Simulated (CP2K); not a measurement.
Runs of CP2K 2026.2 on ZrC. Symmetry: Fm-3m, No. 225, cubic system. Conventional cell: a = 4.730 Å, b = 4.730 Å, c = 4.730 Å, α = 90.00°, β = 90.00°, γ = 90.00°. Zr (site symmetry m-3m) has 6 C at 2.36 to 2.37 Å as nearest neighbours. C (site symmetry m-3m) has 6 Zr at 2.36 to 2.37 Å as nearest neighbours. 

```csv
task,level,potentials or basis,cell,k mesh,smearing,EPS_DEFAULT,k points reduced by the point group,NGRIDS,points a segment of the path (NPOINTS),bands added on the path,gap on the mesh (eV),pressure (GPa)
band structure,revPBE+D3(BJ),"POTENTIAL_UZH Zr GTH-PBE-q12, C GTH-PBE-q4; TZVP-MOLOPT-PBE-GTH basis",cell strained at random at fixed volume,10 × 10 × 10,gaussian 0.05 eV,1.0E-10,yes,4,6,2,none,-8.6
relaxation of cell and atoms,PBE,"POTENTIAL_UZH Zr GTH-PBE-q12, C GTH-PBE-q4; TZVP-MOLOPT-PBE-GTH basis",relaxed,7 × 7 × 7,fermi-dirac 0.05 eV,1.0E-9,-,4,-,-,none,0.0
band structure,PBE,"POTENTIAL_UZH Zr GTH-PBE-q12, C GTH-PBE-q4; TZVP-MOLOPT-PBE-GTH basis",as given,10 × 10 × 10,fermi-dirac 0.05 eV,1.0E-9,yes,4,6,6,none,-1.0
single point,PBE,"POTENTIAL_UZH Zr GTH-PBE-q12, C GTH-PBE-q4; TZVP-MOLOPT-PBE-GTH basis",as given,10 × 10 × 10,fermi-dirac 0.05 eV,1.0E-10,yes,5,-,-,none,-1.0
band structure,LDA,"GTH_POTENTIALS Zr GTH-PADE-q12, C GTH-PADE-q4; TZVP-MOLOPT-PBE-GTH basis",as given,10 × 10 × 10,fermi-dirac 0.1 eV,1.0E-9,yes,4,10,4,none,-12.9
band structure,r2SCAN,"POTENTIAL_UZH Zr GTH-SCAN-q12, C GTH-SCAN-q4; TZVP-MOLOPT-SCAN-GTH basis",as given,10 × 10 × 10,fermi-dirac 0.01 eV,1.0E-9,yes,5,6,4,none,-0.8
band structure,LDA,"GTH_POTENTIALS Zr GTH-PADE-q12, C GTH-PADE-q4; TZVP-MOLOPT-PBE-GTH basis",as given,10 × 10 × 10,fermi-dirac 0.1 eV,1.0E-10,yes,5,10,2,none,-12.9
single point,PBE,"POTENTIAL_UZH Zr GTH-PBE-q12, C GTH-PBE-q4; TZVP-MOLOPT-PBE-GTH basis",as given,10 × 10 × 10,gaussian 0.02 eV,1.0E-10,yes,4,-,-,none,-1.0
single point,PBE,"GTH_POTENTIALS Zr GTH-PBE-q12, C GTH-PBE-q4; DZVP-MOLOPT-SR-GTH basis",as given,7 × 7 × 7,fermi-dirac 0.05 eV,1.0E-9,-,4,-,-,none,(a)
band structure,TB-mBJ,"POTENTIAL_UZH Zr GTH-PBE-q12, C GTH-PBE-q4; TZVP-MOLOPT-PBE-GTH basis",as given,10 × 10 × 10,fermi-dirac 0.05 eV,1.0E-9,yes,4,8,4,none,-
band structure,PBEsol,"POTENTIAL_UZH Zr GTH-PBE-q12, C GTH-PBE-q4; TZVP-MOLOPT-PBE-GTH basis",as given,10 × 10 × 10,fermi-dirac 0.01 eV,1.0E-10,yes,4,6,2,none,-5.8
band structure,PBEsol,"POTENTIAL_UZH Zr GTH-PBE-q12, C GTH-PBE-q4; TZVP-MOLOPT-PBE-GTH basis",as given,10 × 10 × 10,fermi-dirac 0.0259 eV,1.0E-9,yes,4,6,6,none,-5.8
```

Alike in all rows: no spin polarisation.

Task: Estimate the missing entries.

Result: (a) -4.2.

Caveats: the basis of atomic orbitals isn't converged, which shifts pressures, moduli and gaps; the potentials were made for another functional, which shifts forces and pressure (some runs); pairwise dispersion overbinds metals, which lowers pressure and volume (some runs); the real-space grid breaks the cell's symmetry a little (some runs); this is a model potential without an energy functional, so only levels have meaning (some runs).

A k mesh can miss the band edges, and the runs leave out spin-orbit coupling on Zr.

A gap of «none» marks a metal or a gap under the smearing width.

Not every run made on this cell is shown here.
